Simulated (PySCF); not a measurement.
## C6H7N: calculation and literature

Mapped SMILES: `[NH2:1][c:2]1[cH:3][cH:4][cH:5][cH:6][cH:7]1`. Each H is labelled by its parent atom.

Level of theory: σ from GIAO-B97-2/pcSseg-2, geometry: PBE0-D3(BJ)/def2-TZVP, in PySCF 2.14 (no solvent, relativity neglected, single conformer, averaged over atoms made equivalent by symmetry, fast rotation or ring inversion).

Reference values: measured (solution, cyclohexane; M. Witanowski et al., J. Mol. Struct. 476 (1999) 133).
| atoms | quantity | reference | computed | computed, scaled |
| --- | --- | --- | --- | --- |
| N1 | δ 15N vs neat liquid CH3NO2 | -328.6 | – | -323.4 |

Reference values: measured (solution, cyclohexane, 325 K; Shapiro, Mohrmann, J. Phys. Chem. Ref. Data 1977, 6, 919).
```json
{"atoms": "H(C4)/H(C6)", "quantity": "δ 1H", "reference": "6.98", "computed": "7.38", "computed, scaled": "7.07"}
{"atoms": "H(C5)", "quantity": "δ 1H", "reference": "6.59", "computed": "6.89", "computed, scaled": "6.62"}
{"atoms": "H(C3)/H(C7)", "quantity": "δ 1H", "reference": "6.48", "computed": "6.76", "computed, scaled": "6.49"}
```

Reference values: measured (solution, CCl4, 309 K; Shapiro, Mohrmann, J. Phys. Chem. Ref. Data 1977, 6, 919).
```tsv
atoms	quantity	reference	computed	computed, scaled
H(C4)/H(C6)	δ 1H	7.01	7.38	7.07
H(C5)	δ 1H	6.62	6.89	6.62
H(C3)/H(C7)	δ 1H	6.46	6.76	6.49
```

Reference values: measured (solution, CCl4; Shapiro, Mohrmann, J. Phys. Chem. Ref. Data 1977, 6, 919).
```csv
atoms,quantity,reference,computed,"computed, scaled"
H(C4)/H(C6),δ 1H,7.01,7.38,7.07
H(C5),δ 1H,6.60,6.89,6.62
H(C3)/H(C7),δ 1H,6.51,6.76,6.49
```

Reference values: measured (solution, acetone, 325 K; Shapiro, Mohrmann, J. Phys. Chem. Ref. Data 1977, 6, 919).
| atoms | quantity | reference | computed | computed, scaled |
| --- | --- | --- | --- | --- |
| H(C4)/H(C6) | δ 1H | 7.02 | 7.38 | 7.07 |
| H(C3)/H(C7) | δ 1H | 6.64 | 6.76 | 6.49 |
| H(C5) | δ 1H | 6.55 | 6.89 | 6.62 |

Reference values: measured (solution, diethyl ether, 325 K; Shapiro, Mohrmann, J. Phys. Chem. Ref. Data 1977, 6, 919).
```csv
atoms,quantity,reference,computed,"computed, scaled"
H(C4)/H(C6),δ 1H,6.98,7.38,7.07
H(C3)/H(C7),δ 1H,6.54,6.76,6.49
H(C5),δ 1H,6.53,6.89,6.62
```

Computed shifts are σ(ref) − σ with the named reference compound (TMS for H and C) calculated as an isolated molecule at the same level. The measured values may be among those fitted. Shieldings were converted by linear fits to measured shifts (mostly CDCl3, TMS scale, for H and C): 1H (scatter 0.14 ppm rms, 0.16 ppm with the 5 outliers that the fit left out); 15N (scatter 6.4 ppm rms vs CH3NO2, solution or neat liquid). Occasional misses reach two or three times the rms, and more in compound classes unlike the fitted ones. H not on carbon is unscaled (vs computed TMS).

Question: How far are the unscaled 1H shifts from the references?

Answer: Mean signed difference +0.31 ppm, mean absolute 0.31 ppm over 15 comparisons; the largest is +0.40 ppm at H(C4)/H(C6) (hydrogen on an aromatic CH).

Question: Among the solvents listed, which proton depends most on the solvent?

Answer: H(C3)/H(C7): from 6.46 ppm in CCl4 to 6.64 ppm in acetone. The gas-phase calculation gives a single value and can't show this spread.

16 of the 42 published NMR values on file for this molecule are compared. The rest: values from further sources or solvents.
